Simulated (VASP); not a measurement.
Set up this calculation in VASP 6.6.1, as the native input.

```
Task                   : band structure
Functional             : PBE
Dispersion             : D3(BJ)
Potentials or basis    : VASP PAW PBE potentials, release 64 (S, Sn_d)
Cutoff                 : 520 eV
k mesh                 : 12 × 12 × 1
Occupations            : gaussian, width 0.03 eV
Spin                   : spin-orbit coupling, no magnetisation
Dipole correction      : yes
Further INCAR settings : ALGO = Normal; EDIFF = 1e-07; NBANDS = 70
```

The structure of SnS2 lies in POSCAR:

```
SnS2                                    
1.0
    3.6651273577      0.0000000000      0.0000000000
   -1.8325636788      3.1740933954      0.0000000000
    0.0000000000      0.0000000000     26.8020000000
  S               Sn            
     4     2
Direct
     0.6666666699999979    0.3333333300000021    0.3361177794361155
     0.3333333300000021    0.6666666699999979    0.4466886234784506
     0.6666666699999979    0.3333333300000021    0.5533113765215494
     0.3333333300000021    0.6666666699999979    0.6638822205638846
     1.0000000000000000    0.0000000000000000    0.3914407276082821
     1.0000000000000000    0.0000000000000000    0.6085592723917178
```

These files were run (other wordings do the same):

INCAR

```
ALGO = Normal ; DIPOL = 0.5 0.5 0.500
EDIFF = 1E-7 ; ENCUT = 520
GGA = PE ; GGA_COMPAT = False
IDIPOL = 3 ; ISIF = 2
ISMEAR = 0 ; IVDW = 12
KPAR = 4 ; LASPH = True
LCHARG = False ; LDIPOL = True
LORBIT = 11 ; LREAL = False
LSORBIT = True ; LVACPOTAV = True
LVHAR = True ; LWAVE = False
MAGMOM = 0 0 0 0 0 0 0 0 0 0 0 0 0 0 0 0 0 0 ; NBANDS = 70
NELM = 80 ; PREC = Accurate
SIGMA = 0.03
```

KPOINTS

```
k-points
0
Gamma
  12 12 1
```

KPOINTS_OPT

```
explicit points
67
Reciprocal
 0.0000000000  0.0000000000  0.0000000000 1
 0.0357142900  0.0000000000  0.0000000000 1
 0.0714285700  0.0000000000  0.0000000000 1
 0.1071428600  0.0000000000  0.0000000000 1
 0.1428571400  0.0000000000  0.0000000000 1
 0.1785714300  0.0000000000  0.0000000000 1
 0.2142857100  0.0000000000  0.0000000000 1
 0.2500000000  0.0000000000  0.0000000000 1
 0.2857142900  0.0000000000  0.0000000000 1
 0.3214285700  0.0000000000  0.0000000000 1
 0.3571428600  0.0000000000  0.0000000000 1
 0.3928571400  0.0000000000  0.0000000000 1
 0.4285714300  0.0000000000  0.0000000000 1
 0.4642857100  0.0000000000  0.0000000000 1
 0.5000000000  0.0000000000  0.0000000000 1
 0.4791666700  0.0416666700  0.0000000000 1
 0.4583333300  0.0833333300  0.0000000000 1
 0.4375000000  0.1250000000  0.0000000000 1
 0.4166666700  0.1666666700  0.0000000000 1
 0.3958333300  0.2083333300  0.0000000000 1
 0.3750000000  0.2500000000  0.0000000000 1
 0.3541666700  0.2916666700  0.0000000000 1
 0.3333333300  0.3333333300  0.0000000000 1
 0.3137254900  0.3137254900  0.0000000000 1
 0.2941176500  0.2941176500  0.0000000000 1
 0.2745098000  0.2745098000  0.0000000000 1
 0.2549019600  0.2549019600  0.0000000000 1
 0.2352941200  0.2352941200  0.0000000000 1
 0.2156862700  0.2156862700  0.0000000000 1
 0.1960784300  0.1960784300  0.0000000000 1
 0.1764705900  0.1764705900  0.0000000000 1
 0.1568627500  0.1568627500  0.0000000000 1
 0.1372549000  0.1372549000  0.0000000000 1
 0.1176470600  0.1176470600  0.0000000000 1
 0.0980392200  0.0980392200  0.0000000000 1
 0.0784313700  0.0784313700  0.0000000000 1
 0.0588235300  0.0588235300  0.0000000000 1
 0.0392156900  0.0392156900  0.0000000000 1
 0.0196078400  0.0196078400  0.0000000000 1
 0.0000000000  0.0000000000  0.0000000000 1
 0.0000000000  0.0000000000  0.0000000000 1
 0.0069499800 -0.0034749900  0.0000000000 1
-0.0069499800  0.0034749900  0.0000000000 1
 0.0202707700 -0.0101353800  0.0000000000 1
-0.0202707700  0.0101353800  0.0000000000 1
-0.0000000000  0.0060188600  0.0000000000 1
 0.0000000000 -0.0060188600  0.0000000000 1
-0.0000000000  0.0175550000  0.0000000000 1
 0.0000000000 -0.0175550000  0.0000000000 1
 0.5000000000  0.0000000000  0.0000000000 1
 0.5069499800 -0.0034749900  0.0000000000 1
 0.4930500200  0.0034749900  0.0000000000 1
 0.5202707700 -0.0101353800  0.0000000000 1
 0.4797292300  0.0101353800  0.0000000000 1
 0.5000000000  0.0060188600  0.0000000000 1
 0.5000000000 -0.0060188600  0.0000000000 1
 0.5000000000  0.0175550000  0.0000000000 1
 0.5000000000 -0.0175550000  0.0000000000 1
 0.3333333300  0.3333333300  0.0000000000 1
 0.3402833100  0.3298583400  0.0000000000 1
 0.3263833500  0.3368083200  0.0000000000 1
 0.3536041000  0.3231979500  0.0000000000 1
 0.3130625600  0.3434687100  0.0000000000 1
 0.3333333300  0.3393521900  0.0000000000 1
 0.3333333300  0.3273144700  0.0000000000 1
 0.3333333300  0.3508883300  0.0000000000 1
 0.3333333300  0.3157783300  0.0000000000 1
```

Potentials or basis: VASP PAW PBE potentials, release 64 (S, Sn_d).

Command:

```bash
$ cat potpaw_PBE.64/S/POTCAR potpaw_PBE.64/Sn_d/POTCAR > POTCAR
$ mpirun -np 4 vasp_ncl > vasp.out
```

Results of the run:

| Quantity | Value |
| --- | --- |
| Largest force | 0.006 eV/Å |
| Valence electrons inside the program's atomic spheres | S 3.70; Sn 12.19 |
| Dispersion energy per atom | -0.278 eV |
| Work function of the upper face | 6.57 eV |
| Work function of the lower face | 6.57 eV |

Wall time 12 min on 4 MPI ranks on AMD EPYC 9R14 (Zen 4), on a shared host, peak memory 1.6 GiB a rank.
